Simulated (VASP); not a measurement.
Set up this calculation in VASP 6.6.1, as the native input.

| Quantity | Value |
| --- | --- |
| Task | single point |
| Functional | PBE |
| Potentials or basis | VASP PAW PBE potentials, release 64 (Zn, S) |
| Cutoff | 520 eV |
| k mesh | 9 × 9 × 9 |
| Occupations | gaussian, width 0.011 eV |
| Spin | no spin polarisation |
| Further INCAR settings | ALGO = Fast; EDIFF = 1e-06; NBANDS = 16 |

The structure of ZnS lies in POSCAR:

```
ZnS
1.0
    0.0000000000      2.7020000000      2.7020000000
    2.7020000000      0.0000000000      2.7020000000
    2.7020000000      2.7020000000      0.0000000000
Zn S
1 1
Direct
    0.7500000000      0.7500000000      0.7500000000
    0.0000000000      0.0000000000      0.0000000000
```

The input as run:

INCAR

```
PREC = Accurate
ENCUT = 520
EDIFF = 1E-6
ISMEAR = 0
SIGMA = 0.011
LREAL = False
LASPH = True
NELM = 60
ALGO = Fast
ISIF = 2
LWAVE = False
LCHARG = False
GGA = PE
NBANDS = 16
```

KPOINTS

```
regular mesh
0
Gamma
  9 9 9
```

Potentials or basis: VASP PAW PBE potentials, release 64 (Zn, S).

Command:

```sh
$ cat potpaw_PBE.64/Zn/POTCAR potpaw_PBE.64/S/POTCAR > POTCAR
$ mpirun -np 1 vasp_std > vasp.out
```

Results of the run:

The pressure is 1.8 GPa and the band gap on the k mesh is 2.11 eV, direct.

Run time: 9.7 s on 1 thread of Intel(R) Xeon(R) 6975P-C (Granite Rapids) (shared host), peak memory 0.16 GiB.
